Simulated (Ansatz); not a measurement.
# Ir4O: the cost of one run

Method: DFT PBE, scalar-relativistic, plane waves, PAW, in Ansatz 0.2.0.

4 further runs of the same task are left out: 4 set aside as unsound or not needed.

### 1 Starting point

The structure is cubic, space group Fm-3m (No. 225). The conventional cell has a = 3.870 Å, b = 3.870 Å, c = 3.870 Å, α = 90.00°, β = 90.00°, γ = 90.00°. Ir (site symmetry m-3m) has 12 Ir at 2.74 Å as nearest neighbours.

Structure file:

```
Ir
1.0
     0.00000    1.93518    1.93518
     1.93518    0.00000    1.93518
     1.93518    1.93518    0.00000
Ir
1
Direct
  0.00000 0.00000 0.00000
```

This cell was relaxed beforehand with the same method: volume 14.49 Å³/atom, gap on the mesh none (metal).

### 4 Setting up the map

Atoms count from 1 in the order of the input.

O is moved over the surface cell; relaxed at each place: the height of the adsorbate's atoms; substrate rigid; the origin of the map has the adsorbate above Ir4.

The axes are (1) position of O5 along the first surface vector, from above Ir4: 6 values from 0.000 to 0.833, periodic; (2) position of O5 along the second surface vector, from above Ir4: 8 values from 0.000 to 0.875, periodic.

Relaxed at each point: the height of the adsorbate's atoms; substrate rigid. Points are written as (first, second).

The two vectors of the plane (Å): (2.737, 0.000, 0.000); (0.000, 3.870, 0.000).

(The set-up runs are not shown.)

### 5 Grid point (1/6, 2/8) of the map's two axes

File input.yaml:

```yaml
crystal:
  lattice:
    - [2.7367600872, 0.0, 0.0]
    - [0.0, 3.8703632323, 0.0]
    - [0.0, 0.0, 19.459943373]
  atoms:
    - { symbol: Ir, position: [0.5, 0.5, 0.205550444] }
    - { symbol: Ir, position: [0.0, 0.0, 0.2758682254] }
    - { symbol: Ir, position: [0.5, 0.5, 0.3454282605] }
    - { symbol: Ir, position: [0.0, 0.0, 0.4090424736] }
    - { symbol: O, position: [0.1666666667, 0.25, 0.4814899137] }
basis:
  ecutwfc: 420
kpoints:
  mp_grid: { grid: [10, 7, 1] }
hamiltonian:
  xc: pbe
  pseudopotentials: { kind: paw, azcp: { folder: soft_1 } }
scf:
  occupations: { method: gaussian, width: 0.1 }
output:
  forces: true
  eigenvalues: true
relax:
  adjacent_minimum: "off"
  f_tol: 0.025
  max_steps: 16
  constraints: [{ sites: [0, 1, 2, 3] }, { sites: [4], fix: xy }]
efield:
  axis: 3
  dipole_correction: true
  ramp_width: 0.04
```

Started as:

```
$ ansatz run input.yaml --threads 2 --pin off --max-ram 6144MiB --backend cpu --events-out ev --progress --plain --runs-dir out
```

Q: Estimate wall time and peak memory on 2 threads of Arm Neoverse V2, shared host.

About 43 s, with a peak of 0.56 GiB.
